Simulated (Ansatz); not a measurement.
Method: Ansatz, DFT PBE, scalar-relativistic, plane waves, PAW. Settings: cutoff 420 eV, Γ-centred meshes spaced at most about 0.3 Å⁻¹, and about 0.25 Å⁻¹ or finer for metals (2π included), Gaussian smearing. No spin polarisation in the final relaxations.

These are static total energies at zero pressure.

Compare these two cells of P, each relaxed at this level.

A.

```
P
1.0
     4.79366    0.00000    0.00000
     0.00000    4.79366    0.00000
     0.00000    0.00000    2.32677
P
3
Direct
  0.50000 0.00000 0.50000
  0.00000 0.50000 0.50000
  0.50000 0.50000 0.50000
```

B.

```
P
1.0
     2.44418    0.00000    0.00000
     0.00000    2.44418    0.00000
     0.00000    0.00000    2.44418
P
1
Direct
  0.00000 0.00000 0.00000
```

Question: Which form is favoured at zero pressure, and by what margin per atom?

Answer: B is lower, by 0.32 eV/atom. A has space group P4/mmm (No. 123), 17.8 Å³/atom and no gap on its mesh; B has the simple cubic type, space group Pm-3m (No. 221), 14.6 Å³/atom and no gap. Counting all near atoms (those within 1.25 times the shortest such distance or 1.15 times the sum of covalent radii; a slash parts the counts of unlike sites), A has P 4/6 and B has P 6. The denser one is the lower, and pressure would at first widen the difference. In A, P on a site of symmetry mmm is surrounded by 4 P at 2.33–2.40 Å; P on a site of symmetry 4/mmm has 6 P at 2.33–2.40 Å. In B, P is surrounded by 6 P at 2.44 Å. Both come from invented guesses. The part of the Crystallography Open Database at hand lists P in space groups No. 2, 13, 64, 123; sharing a group (P4/mmm) doesn't make a cell the listed structure.

Cells relaxed within their symmetry can be saddle points.
